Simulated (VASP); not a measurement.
Level of theory: revPBE GGA, VASP's PBE PAW potentials (set 64) (plane waves; VASP 6.6.1).

The input files of a VASP run:

### POSCAR
```
BaF2
1.0
  0.0000000000   3.1187015176   3.1187015176
  3.1187015176   0.0000000000   3.1187015176
  3.1187015176   3.1187015176   0.0000000000
Ba F
1 2
Cart
  0.0000000000   0.0000000000   0.0000000000
  1.5593507588   1.5593507588   1.5593507588
  4.6780522764   4.6780522764   4.6780522764
```

### KPOINTS
```
Automatic mesh
0
Gamma
6 6 6
0 0 0
```

**INCAR**
```
ALGO = Normal
EDIFF = 1E-7
ENCUT = 520
GGA = RE
ISIF = 2
ISMEAR = 0
LASPH = T
LCHARG = F
LMAXMIX = 4
LREAL = F
LWAVE = F
NELM = 100
PREC = Accurate
SIGMA = 0.05
SYSTEM = BaF2
```

POTCAR, in this order: Ba_sv F (PBE.64 set). Program: vasp_std.

What VASP printed:

File OSZICAR:
```
       N       E                     dE             d eps       ncg     rms          rms(c)
DAV:   1     0.163093044119E+03    0.16309E+03   -0.13298E+04   512   0.140E+03
DAV:   2    -0.115059283045E+02   -0.17460E+03   -0.17094E+03   664   0.295E+02
DAV:   3    -0.179825405863E+02   -0.64766E+01   -0.64695E+01   664   0.666E+01
DAV:   4    -0.181117818293E+02   -0.12924E+00   -0.12923E+00   704   0.774E+00
DAV:   5    -0.181159969406E+02   -0.42151E-02   -0.42151E-02   672   0.996E-01    0.865E+00
DAV:   6    -0.162762285494E+02    0.18398E+01   -0.10045E+01   512   0.254E+01    0.421E+00
DAV:   7    -0.163017566955E+02   -0.25528E-01   -0.39363E-01   648   0.567E+00    0.216E+00
DAV:   8    -0.163534522008E+02   -0.51696E-01   -0.78018E-02   584   0.330E+00    0.306E-01
DAV:   9    -0.163682526255E+02   -0.14800E-01   -0.22976E-02   632   0.115E+00    0.166E-01
DAV:  10    -0.163726064025E+02   -0.43538E-02   -0.67336E-03   544   0.604E-01    0.349E-02
DAV:  11    -0.163726157093E+02   -0.93068E-05   -0.24279E-04   704   0.140E-01    0.172E-02
DAV:  12    -0.163726692013E+02   -0.53492E-04   -0.84204E-05   512   0.779E-02    0.536E-03
DAV:  13    -0.163726696407E+02   -0.43933E-06   -0.25980E-06   672   0.113E-02    0.246E-03
DAV:  14    -0.163726708659E+02   -0.12252E-05   -0.11381E-06   512   0.101E-02    0.119E-03
DAV:  15    -0.163726709017E+02   -0.35847E-07   -0.20411E-07   496   0.349E-03
   1 F= -.16372671E+02 E0= -.16372671E+02  d E =-.158204E-21
```

File OUTCAR:
```
------------------------ aborting loop because EDIFF is reached ----------------------------------------
  FORCE on cell =-STRESS in cart. coord.  units (eV):
  Direction    XX          YY          ZZ          XY          YZ          ZX
  --------------------------------------------------------------------------------------
  Total        1.2617525      1.2617525      1.2617525      0.0000000     -0.0000000      0.0000000
  in kB       33.3221730     33.3221730     33.3221730      0.0000000     -0.0000000      0.0000000
  external PRESSURE =      33.3221730 kB  Pullay stress =       0.0000000 kB
  volume of cell :       60.67
      direct lattice vectors                 reciprocal lattice vectors
     0.000000000  3.118701518  3.118701518    -0.160323134  0.160323134  0.160323134
     3.118701518  0.000000000  3.118701518     0.160323134 -0.160323134  0.160323134
     3.118701518  3.118701518  0.000000000     0.160323134  0.160323134 -0.160323134
 POSITION                                       TOTAL-FORCE (eV/Angst)
 -----------------------------------------------------------------------------------
      0.00000      0.00000      0.00000         0.000000     -0.000000      0.000000
      1.55935      1.55935      1.55935         0.000000      0.000000     -0.000000
      4.67805      4.67805      4.67805        -0.000000     -0.000000      0.000000
 -----------------------------------------------------------------------------------
    total drift:                                0.000000      0.000000      0.000000
  FREE ENERGIE OF THE ION-ELECTRON SYSTEM (eV)
  ---------------------------------------------------
  free  energy   TOTEN  =       -16.3726709017 eV

  energy  without entropy=      -16.3726709017  energy(sigma->0) =      -16.37267090
```
(Selected blocks of OUTCAR.)

The compound is BaF2 in the fluorite structure. This cell is one point of a volume scan, at 0.94 of the reference volume.
